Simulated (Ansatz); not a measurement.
# 2H-WS2 on ZrC(111): work function and capacitance, part 2 of 5

How does 2H-WS2 on ZrC(111) act as a gate dielectric or work-function layer?

Ansatz 0.2.0; plane-wave DFT, LDA, Ansatz PAW (the session's first sound run).

So far, work function, upper face (eV): step 2 (the bare metal) 4.63.

### 3. Film on the metal, relaxed, 10 atoms, units 1

System of this step: 1 unit of 2H-WS2 on ZrC(111). The cell holds 10 atoms: 4 Zr, 3 C, 2 S and 1 W. Its edges and angles: a = 3.180 Å, b = 3.180 Å, c = 33.009 Å, α = 90.0°, β = 90.0°, γ = 120.0°. Regions: metal, 7 atoms (4 Zr and 3 C); film, 3 atoms (2 S and 1 W). Vacuum lies along c.

The structure is relaxed first, because levels and dipoles at a surface follow the positions of the outer atoms.

input.yaml reads:

```yaml
crystal:
  lattice:
    - [3.18, 0.0, 0.0]
    - [-1.59, 2.753960784, 0.0]
    - [0.0, 0.0, 33.0086392016]
  atoms:
    - { symbol: Zr, position: [0.66666667, 0.33333333, 0.2726558931] }
    - { symbol: C, position: [0.0, 0.0, 0.3152357508] }
    - { symbol: Zr, position: [0.33333333, 0.66666667, 0.3578156085] }
    - { symbol: C, position: [0.66666667, 0.33333333, 0.4003954663] }
    - { symbol: Zr, position: [0.0, 0.0, 0.442975324] }
    - { symbol: C, position: [0.33333333, 0.66666667, 0.4855551818] }
    - { symbol: Zr, position: [0.66666667, 0.33333333, 0.5281350395] }
    - { symbol: S, position: [3.3e-09, 0.9999999967, 0.6220498471] }
    - { symbol: W, position: [0.6666666733, 0.3333333267, 0.674696977] }
    - { symbol: S, position: [3.3e-09, 0.9999999967, 0.7273441069] }
kpoints:
  mp_grid: { grid: [12, 12, 1] }
hamiltonian:
  xc: lda
scf:
  occupations: { method: fermi_dirac, width: 0.1 }
  convergence: { dr2_threshold: 1.0e-09 }
efield:
  axis: 3
  dipole_correction: true
  ramp_position: 0.97
  ramp_width: 0.06
relax:
  f_tol: 0.01
  max_steps: 90
  constraints: [{ sites: [0, 1, 2] }]
output:
  write_potential: true
  write_density: true
  volumetric_format: npy
```

Command:

```sh
ansatz run input.yaml --threads 4 --pin off --max-ram 12288MiB --backend cpu --events-out ev --progress --plain --runs-dir out
```

Numbers of over 12 decimals in the logs are rounded to 6 here.

The log of the run:

```text
[...]
Crystal: 10 atoms, lattice volume = 289.076 Å³
Basis set: ecut = 420 eV, 5703 PW (Γ)
Bands: 53, of which v1, the nominal top of the filled ones, is band 43 counted from 1 (42 counted from 0)
Symmetry: 6 space group operations
[...]
k-points: 19 of 144 (time reversal used)
[...]
SCF iter   1: F=—  HF=-28913.385284 eV  |F-HF|=—  |Δ(HF+E_count)|=         —  Δρ=9.32e-3  dr2=9.82e0  ethr=1.77e-3  p=-0.008 e·Å  D=-4.85e-3 V/Å  ΔV_dip=0.16 eV  dr2_dipole=2.07e0  V_vac-E_F(+/−)=5.42/5.26 eV  ⟨swp⟩=8.2  Hψ=4741  notcnv=0
[...]
SCF iter  11: F=-28913.204483 eV  HF=-28913.204483 eV  |F-HF|=1.49e-10  |Δ(HF+E_count)|=   2.16e-9  Δρ=3.80e-7  dr2=6.95e-10  ethr=1.16e-12  p=-0.024 e·Å  D=-1.52e-2 V/Å  ΔV_dip=0.50 eV  dr2_dipole=6.27e-11  V_vac-E_F(+/−)=4.98/4.48 eV  ⟨swp⟩=9.9  Hψ=7032  notcnv=0
SCF 1 converged in 11 iterations: F = -28913.204483 eV  dr2 = 6.95e-10
[...]
relax step   1: F+E_penalty+E_count = -28913.20448340 eV  Δ(F+E_penalty+E_count) = +0.000e0 eV  max|allowed force component| = 2.944e0 eV/Å  Δτ_max = 0.0000 Å  (11 SCF iters, accepted)
[...]
SCF iter   1: F=—  HF=-28913.917170 eV  |F-HF|=—  |Δ(HF+E_count)|=         —  Δρ=7.58e-3  dr2=5.49e-1  ethr=8.54e-4  p=-0.024 e·Å  D=-1.52e-2 V/Å  ΔV_dip=0.50 eV  dr2_dipole=2.59e-1  V_vac-E_F(+/−)=4.95/4.45 eV  ⟨swp⟩=1.5  Hψ=3811  notcnv=0
[...]
eigensolver tolerance schedule: the retry pair's looser diagonalisation over-reported the residual by 0.34 of it (diagonalisation noise at 0.15 of the residual, at the tolerance the schedule requests for it); recorded, not acted on — ethr = c·dr2/N_el stays at c = 1.0e-1
[...]
SCF iter   2: F=—  HF=-28913.904861 eV  |F-HF|=—  |Δ(HF+E_count)|=   1.23e-2  Δρ=5.75e-3  dr2=4.15e-1  ethr=6.39e-4  p=0.008 e·Å  D=5.01e-3 V/Å  ΔV_dip=-0.17 eV  dr2_dipole=1.22e-3  V_vac-E_F(+/−)=4.30/4.47 eV  ⟨swp⟩=4.2  Hψ=1827  notcnv=0
[...]
SCF iter  12: F=-28913.850568 eV  HF=-28913.850568 eV  |F-HF|=1.13e-10  |Δ(HF+E_count)|=  2.55e-11  Δρ=1.10e-7  dr2=6.91e-11  ethr=1.16e-12  p=-0.015 e·Å  D=-9.69e-3 V/Å  ΔV_dip=0.32 eV  dr2_dipole=2.97e-12  V_vac-E_F(+/−)=4.79/4.47 eV  ⟨swp⟩=9.3  Hψ=6396  notcnv=0
SCF 2 converged in 12 iterations: F = -28913.850568 eV  dr2 = 6.91e-11
relax step   2: F+E_penalty+E_count = -28913.85056796 eV  Δ(F+E_penalty+E_count) = -6.461e-1 eV  max|allowed force component| = 8.139e-1 eV/Å  Δτ_max = 0.1983 Å  (12 SCF iters, accepted)
SCF iter   1: F=—  HF=-28914.161310 eV  |F-HF|=—  |Δ(HF+E_count)|=         —  Δρ=1.33e-2  dr2=7.00e0  ethr=3.10e-3  p=-0.015 e·Å  D=-9.69e-3 V/Å  ΔV_dip=0.32 eV  dr2_dipole=2.88e0  V_vac-E_F(+/−)=4.70/4.38 eV  ⟨swp⟩=6.1  Hψ=3135  notcnv=0
[...]
SCF iter  12: F=-28913.987985 eV  HF=-28913.987985 eV  |F-HF|=2.55e-10  |Δ(HF+E_count)|=   2.02e-9  Δρ=2.23e-7  dr2=3.69e-10  ethr=1.16e-12  p=-0.012 e·Å  D=-7.59e-3 V/Å  ΔV_dip=0.25 eV  dr2_dipole=5.27e-11  V_vac-E_F(+/−)=4.74/4.49 eV  ⟨swp⟩=9.0  Hψ=6594  notcnv=0
SCF 3 converged in 12 iterations: F = -28913.987985 eV  dr2 = 3.69e-10
relax step   3: F+E_penalty+E_count = -28913.98798486 eV  Δ(F+E_penalty+E_count) = -1.374e-1 eV  max|allowed force component| = 3.466e-1 eV/Å  Δτ_max = 0.1927 Å  (12 SCF iters, accepted)
[... from here on, the SCF cycles and remarks between the steps are left out ...]
relax step   4: F+E_penalty+E_count = -28914.08406890 eV  Δ(F+E_penalty+E_count) = -9.608e-2 eV  max|allowed force component| = 2.896e-1 eV/Å  Δτ_max = 0.1949 Å  (10 SCF iters, accepted)
relax step   5: F+E_penalty+E_count = -28914.20722442 eV  Δ(F+E_penalty+E_count) = -1.232e-1 eV  max|allowed force component| = 4.512e-1 eV/Å  Δτ_max = 0.1959 Å  (10 SCF iters, accepted)
relax step   6: F+E_penalty+E_count = -28914.37610559 eV  Δ(F+E_penalty+E_count) = -1.689e-1 eV  max|allowed force component| = 5.728e-1 eV/Å  Δτ_max = 0.1970 Å  (10 SCF iters, accepted)
relax step   7: F+E_penalty+E_count = -28914.58704518 eV  Δ(F+E_penalty+E_count) = -2.109e-1 eV  max|allowed force component| = 6.092e-1 eV/Å  Δτ_max = 0.1981 Å  (10 SCF iters, accepted)
relax step   8: F+E_penalty+E_count = -28914.80277406 eV  Δ(F+E_penalty+E_count) = -2.157e-1 eV  max|allowed force component| = 6.187e-1 eV/Å  Δτ_max = 0.1991 Å  (10 SCF iters, accepted)
relax step   9: F+E_penalty+E_count = -28914.96580201 eV  Δ(F+E_penalty+E_count) = -1.630e-1 eV  max|allowed force component| = 4.579e-1 eV/Å  Δτ_max = 0.1963 Å  (10 SCF iters, accepted)
relax step  10: F+E_penalty+E_count = -28915.07142471 eV  Δ(F+E_penalty+E_count) = -1.056e-1 eV  max|allowed force component| = 1.706e-1 eV/Å  Δτ_max = 0.2000 Å  (10 SCF iters, accepted)
relax step  11: F+E_penalty+E_count = -28915.09488128 eV  Δ(F+E_penalty+E_count) = -2.346e-2 eV  max|allowed force component| = 4.277e-2 eV/Å  Δτ_max = 0.1565 Å  (10 SCF iters, accepted)
SCF iter   1: F=—  HF=-28915.096234 eV  |F-HF|=—  |Δ(HF+E_count)|=         —  Δρ=8.48e-4  dr2=4.54e-3  ethr=4.83e-5  p=-0.000 e·Å  D=-1.73e-4 V/Å  ΔV_dip=0.01 eV  dr2_dipole=3.31e-4  V_vac-E_F(+/−)=4.48/4.48 eV  ⟨swp⟩=2.4  Hψ=1969  notcnv=0  defer=1
[...]
SCF iter   8: F=-28915.095303 eV  HF=-28915.095303 eV  |F-HF|=2.36e-10  |Δ(HF+E_count)|=  2.15e-10  Δρ=2.36e-7  dr2=2.83e-10  ethr=1.16e-12  p=-0.000 e·Å  D=-2.73e-4 V/Å  ΔV_dip=0.01 eV  dr2_dipole=8.67e-12  V_vac-E_F(+/−)=4.49/4.48 eV  ⟨swp⟩=9.2  Hψ=6832  notcnv=0
SCF 12 converged in 8 iterations: F = -28915.095303 eV  dr2 = 2.83e-10
relax step  12: F+E_penalty+E_count = -28915.09530333 eV  Δ(F+E_penalty+E_count) = -4.220e-4 eV  max|allowed force component| = 6.225e-3 eV/Å  Δτ_max = 0.0180 Å  (8 SCF iters, accepted)
NSCF: frozen V_eff on 19 k-points
[...]
SCF converged after 8 iterations
Free energy (F): -28915.095303 eV
[...]
Internal energy: -28914.904989 eV  (E = F + TS)
E sigma→0 (E₀):  -28915.000146 eV
Entropy (-TS):   -0.190314 eV (-19.031 meV/atom)
Fermi energy:    5.339077 eV
Dipole field:    D = -0.000269 V/Å  (p = -0.000430 e·Å, saw-weighted, corrected)
Work function:   Φ+ = 4.4852 eV   Φ− = 4.4763 eV
[...]
--- Forces (eV/Å), atoms counted from 1 ---
  atom   1  Zr     0.00000000     0.00000000     2.30435243
  atom   2  C     -0.00000000    -0.00000000    -1.54861891
  atom   3  Zr    -0.00000000    -0.00000000    -0.75417062
  atom   4  C      0.00000000     0.00000000    -0.00340139
  atom   5  Zr     0.00000000     0.00000000    -0.00125981
  atom   6  C     -0.00000000    -0.00000000    -0.00006300
  atom   7  Zr    -0.00000000     0.00000000     0.00622490
  atom   8  S      0.00000000    -0.00000000    -0.00450828
  atom   9  W     -0.00000000    -0.00000000    -0.00160176
  atom  10  S      0.00000000     0.00000000     0.00200680
  max |Σ_I F_I| component: 1.04e-3 eV/Å
--- Band table (eV; the first three rows and the last of 19) ---
  k-point 0: bands = [... 39 lower, 4.4377, 4.4377, 4.7798, 5.3959, 5.6810, 5.6810, 6.3678, 6.3678, ... 6 higher]
  k-point 1: bands = [... 39 lower, 4.1433, 4.4131, 4.7742, 5.3584, 5.5389, 5.5548, 6.0078, 6.4937, ... 6 higher]
  k-point 2: bands = [... 39 lower, 3.4350, 4.3047, 4.6058, 5.0600, 5.4135, 5.5117, 5.8587, 6.2539, ... 6 higher]
  k-point 18: bands = [... 39 lower, 2.8139, 3.2592, 5.1613, 5.3703, 5.4935, 5.5623, 6.1855, 8.0014, ... 6 higher]
--- Relaxed structure (12 steps of the walk, 12 accepted, 0 SCFs on fresh bases) ---
  F+E_penalty+E_count = -28915.09530333 eV   max|allowed force component| = 6.225e-3 eV/Å
  atoms:
    - { symbol: Zr, position: [0.666667, 0.333333, 0.2726558931] }
    - { symbol: C, position: [1.5103809062346412e-17, 1.480297360652338e-17, 0.315236] }
    - { symbol: Zr, position: [0.333333, 0.666667, 0.357816] }
    - { symbol: C, position: [0.666667, 0.333333, 0.398752] }
    - { symbol: Zr, position: [1.0991021637808215e-17, 1.480297360652377e-17, 0.439406] }
    - { symbol: C, position: [0.333333, 0.666667, 0.482043] }
    - { symbol: Zr, position: [0.666667, 0.333333, 0.520112] }
    - { symbol: S, position: [5.551115123125783e-17, 1.0, 0.577595] }
    - { symbol: W, position: [0.666667, 0.333333, 0.626114] }
    - { symbol: S, position: [5.551115123125783e-17, 1.0, 0.672595] }
```

The job ended after 1.8 min (4 threads of Arm Neoverse V1, shared host; peak memory 0.76 GiB; 7 min of CPU time).

Relaxation path:

```
step  energy less that of the first step (eV)  largest force component (eV/Å)
   1                                   0.0000                          2.9439
   2                                  -0.6461                          0.8139
   3                                  -0.7835                          0.3466
   4                                  -0.8796                          0.2896
   5                                  -1.0027                          0.4512
   6                                  -1.1716                          0.5728
   7                                  -1.3826                          0.6092
   8                                  -1.5983                          0.6187
   9                                  -1.7613                          0.4579
  10                                  -1.8669                          0.1706
  11                                  -1.8904                          0.0428
  12                                  -1.8908                          0.0062
```

Forces are held to the 6 operations that the run works with; a distortion that breaks them can't arise in this run.

The atoms that moved most (Å):

```
atom     dx     dy      dz  length
 S10  0.000  0.000  -1.807   1.807
  W9  0.000  0.000  -1.604   1.604
  S8  0.000  0.000  -1.467   1.467
 Zr7  0.000  0.000  -0.265   0.265
 Zr5  0.000  0.000  -0.118   0.118
  C6  0.000  0.000  -0.116   0.116
  C4  0.000  0.000  -0.054   0.054
```

The relaxed structure:

```cif
data_structure
_symmetry_space_group_name_H-M 'P 1'
_symmetry_Int_Tables_number 1
_cell_length_a 3.1800
_cell_length_b 3.1800
_cell_length_c 33.0086
_cell_angle_alpha 90.000
_cell_angle_beta 90.000
_cell_angle_gamma 120.000
_cell_volume 289.08
loop_
_atom_site_label
_atom_site_type_symbol
_atom_site_fract_x
_atom_site_fract_y
_atom_site_fract_z
_atom_site_occupancy
Zr1 Zr 0.66667 0.33333 0.27266 1
C2 C 0.00000 0.00000 0.31524 1
Zr3 Zr 0.33333 0.66667 0.35782 1
C4 C 0.66667 0.33333 0.39875 1
Zr5 Zr 0.00000 0.00000 0.43941 1
C6 C 0.33333 0.66667 0.48204 1
Zr7 Zr 0.66667 0.33333 0.52011 1
S8 S 0.00000 0.00000 0.57759 1
W9 W 0.66667 0.33333 0.62611 1
S10 S 0.00000 0.00000 0.67259 1
```

Numbers from this step:

| Item | Value |
| --- | --- |
| energy at zero smearing | -28915.0001 eV |
| work function, upper face | 4.485 eV |
| dipole along the normal | -4.30e-4 e·Å |

Running mean over 2.811 and then 6.476 Å of the planar mean; the ramp of the sawtooth is left out. Table of electron's electrostatic potential energy less the Fermi level by z:

z (Å), electron's electrostatic potential energy less the Fermi level (eV) and a bar from the least value:
```
      3.5        4.4 ##############################
      4.0        4.2 #############################
      4.5        3.7 ############################
      5.0        3.0 ###########################
      5.5        2.0 #########################
      6.0        1.0 #######################
      6.5       -0.1 #####################
      7.0       -1.2 ###################
      7.5       -2.4 #################
      8.0       -3.5 ###############
      8.5       -4.6 ############
      9.0       -5.7 ##########
      9.5       -6.8 ########
     10.0       -7.9 ######
     10.5       -8.9 ####
     11.0       -9.5 ###
     11.5       -9.9 ##
     12.0      -10.2 ##
     12.5      -10.3 #
     13.0      -10.4 #
     13.5      -10.5 #
     14.0      -10.5 #
     14.5      -10.6 #
     15.0      -10.6 #
     15.5      -10.6 #
     16.0      -10.5 #
     16.5      -10.5 #
     17.0      -10.7 #
     17.5      -10.8 
     18.0      -10.9 
     18.5      -11.0 
     19.0      -10.8 
     19.5      -10.3 #
     20.0       -9.6 ###
     20.5       -8.7 ####
     21.0       -7.7 ######
     21.5       -6.5 #########
     22.0       -5.4 ###########
     22.5       -4.4 #############
     23.0       -3.2 ###############
     23.5       -1.9 ##################
     24.0       -0.6 ####################
     24.5        0.6 #######################
     25.0        1.9 #########################
     25.5        2.8 ###########################
     26.0        3.5 ############################
     26.5        4.0 #############################
     27.0        4.3 ##############################
     27.5        4.4 ##############################
     28.0        4.5 ##############################
     28.5        4.5 ##############################
     29.0        4.5 ##############################
     29.5        4.5 ##############################
```

The relaxation took 12 steps and lowered the energy by 1.9 eV; the largest force on the free atoms ends at 0.0062 eV/Å.

The work function is now 4.49 eV, -0.14 eV from the bare metal.

### 4. Atoms held, 10 atoms, units 1, field 0.1 V/Å

A sawtooth potential applies the field, turning back in the middle of the vacuum. With the dipole correction the typed value is the field outside the slab. The induced dipole is small, so the SCF threshold is tight.

input.yaml reads:

```yaml
crystal:
  lattice:
    - [3.18, 0.0, 0.0]
    - [-1.59, 2.753960784, 0.0]
    - [0.0, 0.0, 33.0086392016]
  atoms:
    - { symbol: Zr, position: [0.6666666667, 0.3333333333, 0.2726558931] }
    - { symbol: C, position: [0.0, 0.0, 0.3152357508] }
    - { symbol: Zr, position: [0.3333333333, 0.6666666667, 0.3578156085] }
    - { symbol: C, position: [0.6666666667, 0.3333333333, 0.3987521316] }
    - { symbol: Zr, position: [0.0, 0.0, 0.4394064967] }
    - { symbol: C, position: [0.3333333333, 0.6666666667, 0.4820426382] }
    - { symbol: Zr, position: [0.6666666667, 0.3333333333, 0.5201119213] }
    - { symbol: S, position: [0.0, 1.0, 0.5775948406] }
    - { symbol: W, position: [0.6666666667, 0.3333333333, 0.6261138393] }
    - { symbol: S, position: [0.0, 1.0, 0.6725949459] }
kpoints:
  mp_grid: { grid: [12, 12, 1] }
hamiltonian:
  xc: lda
scf:
  occupations: { method: fermi_dirac, width: 0.1 }
  convergence: { dr2_threshold: 1.0e-10 }
efield:
  axis: 3
  dipole_correction: true
  ramp_position: 0.9074
  ramp_width: 0.1093
  amplitude: 0.1
output:
  write_potential: true
  write_density: true
  volumetric_format: npy
```

The log of the run:

```text
[...]
Crystal: 10 atoms, lattice volume = 289.076 Å³
Basis set: ecut = 420 eV, 5703 PW (Γ)
Bands: 53, of which v1, the nominal top of the filled ones, is band 43 counted from 1 (42 counted from 0)
Symmetry: 6 space group operations
[...]
k-points: 19 of 144 (time reversal used)
[...]
SCF iter   1: F=—  HF=-28928.757973 eV  |F-HF|=—  |Δ(HF+E_count)|=         —  Δρ=8.82e-2  dr2=2.25e2  ethr=3.10e-3  p=0.078 e·Å  D=4.90e-2 V/Å  ΔV_dip=-1.62 eV  dr2_dipole=1.87e1  V_vac-E_F(+/−)=8.75/7.49 eV  ⟨swp⟩=8.3  Hψ=4894  notcnv=0  defer=1
[...]
SCF iter  15: F=-28915.099270 eV  HF=-28915.099270 eV  |F-HF|=8.00e-11  |Δ(HF+E_count)|=  4.37e-11  Δρ=7.23e-8  dr2=2.61e-11  ethr=1.00e-12  p=0.080 e·Å  D=4.99e-2 V/Å  ΔV_dip=-1.65 eV  dr2_dipole=2.82e-13  V_vac-E_F(+/−)=5.10/3.87 eV  ⟨swp⟩=14.4  Hψ=3644  notcnv=0
SCF 1 converged in 15 iterations: F = -28915.099270 eV  dr2 = 2.61e-11
[...]
SCF converged after 15 iterations
Free energy (F): -28915.099270 eV
[...]
Internal energy: -28914.909266 eV  (E = F + TS)
E sigma→0 (E₀):  -28915.004268 eV
Entropy (-TS):   -0.190005 eV (-19.000 meV/atom)
Fermi energy:    5.321364 eV
Dipole field:    D = 0.049944 V/Å  (p = 0.079788 e·Å, saw-weighted, corrected)
Work function:   not extracted (applied field tilts the vacuum); planar V_es + V_field profile in the machine report
[...]
--- Band table (eV; the first three rows and the last of 19) ---
  k-point 0: bands = [... 39 lower, 4.4202, 4.4202, 4.7465, 5.3748, 5.6645, 5.6645, 6.3509, 6.3509, ... 6 higher]
  k-point 1: bands = [... 39 lower, 4.1254, 4.3955, 4.7444, 5.3405, 5.5176, 5.5383, 5.9908, 6.4831, ... 6 higher]
  k-point 2: bands = [... 39 lower, 3.4190, 4.2870, 4.5833, 5.0380, 5.3975, 5.4951, 5.8412, 6.2370, ... 6 higher]
  k-point 18: bands = [... 39 lower, 2.7956, 3.2437, 5.1474, 5.3530, 5.4788, 5.5450, 6.1695, 7.9890, ... 6 higher]
```

Run time: 18 s. Hardware: 4 threads; peak memory 0.81 GiB; 72 s of CPU time.

Numbers from this step:

```yaml
energy_at_zero_smearing: -28915.0043 eV
dipole_along_the_normal: 0.07979 e·Å
```

The dipole is 0.0798 e·Å.

### 5. Atoms held, 10 atoms, units 1, field -0.1 V/Å

input.yaml: that of step 4 with these lines changed.

```diff
@@ -28,3 +28,3 @@
   ramp_width: 0.1093
-  amplitude: 0.1
+  amplitude: -0.1
 output:
```

The log of the run:

```text
[...]
Crystal: 10 atoms, lattice volume = 289.076 Å³
Basis set: ecut = 420 eV, 5703 PW (Γ)
Bands: 53, of which v1, the nominal top of the filled ones, is band 43 counted from 1 (42 counted from 0)
Symmetry: 6 space group operations
[...]
k-points: 19 of 144 (time reversal used)
[...]
SCF iter   1: F=—  HF=-28928.792234 eV  |F-HF|=—  |Δ(HF+E_count)|=         —  Δρ=8.82e-2  dr2=2.25e2  ethr=3.10e-3  p=-0.078 e·Å  D=-4.90e-2 V/Å  ΔV_dip=1.62 eV  dr2_dipole=1.86e1  V_vac-E_F(+/−)=7.49/8.76 eV  ⟨swp⟩=8.2  Hψ=4833  notcnv=0  defer=1
[...]
SCF iter  14: F=-28915.099354 eV  HF=-28915.099354 eV  |F-HF|=1.93e-10  |Δ(HF+E_count)|=  2.76e-10  Δρ=1.34e-7  dr2=6.17e-11  ethr=1.00e-12  p=-0.081 e·Å  D=-5.04e-2 V/Å  ΔV_dip=1.66 eV  dr2_dipole=9.58e-13  V_vac-E_F(+/−)=3.81/5.04 eV  ⟨swp⟩=12.1  Hψ=4952  notcnv=0
SCF 1 converged in 14 iterations: F = -28915.099354 eV  dr2 = 6.17e-11
[...]
SCF converged after 14 iterations
Free energy (F): -28915.099354 eV
[...]
Internal energy: -28914.908726 eV  (E = F + TS)
E sigma→0 (E₀):  -28915.004040 eV
Entropy (-TS):   -0.190628 eV (-19.063 meV/atom)
Fermi energy:    5.356356 eV
Dipole field:    D = -0.050433 V/Å  (p = -0.080569 e·Å, saw-weighted, corrected)
Work function:   not extracted (applied field tilts the vacuum); planar V_es + V_field profile in the machine report
[...]
--- Band table (eV; the first three rows and the last of 19) ---
  k-point 0: bands = [... 39 lower, 4.4548, 4.4548, 4.8124, 5.4166, 5.6972, 5.6972, 6.3842, 6.3842, ... 6 higher]
  k-point 1: bands = [... 39 lower, 4.1607, 4.4303, 4.8034, 5.3757, 5.5600, 5.5709, 6.0245, 6.5038, ... 6 higher]
  k-point 2: bands = [... 39 lower, 3.4506, 4.3220, 4.6277, 5.0817, 5.4292, 5.5278, 5.8758, 6.2701, ... 6 higher]
  k-point 18: bands = [... 39 lower, 2.8317, 3.2743, 5.1748, 5.3872, 5.5078, 5.5792, 6.2011, 8.0134, ... 6 higher]
```

Run time: 18 s. Hardware: 4 threads; peak memory 0.81 GiB.

This step gave:

| Item | Value |
| --- | --- |
| energy at zero smearing | -28915.0040 eV |
| dipole along the normal | -0.08057 e·Å |

The dipole is -0.0806 e·Å.

[end of part 2 of 5]

[Logs are printed without paths, hosts, clocks, repeated set-up lines and the standing remarks that a program may print on its own settings, such as how far it seeks lower states.]

[Hosts, paths, dates, database ids (printed as entryN), source tags and the programs' standing remarks are cut or masked in the printed files.]

[Maps of the electrostatic potential energy from Ansatz leave out the sawtooth potential of an applied field or a dipole correction, so their vacuum need not be flat; planar profiles and work functions include it.]
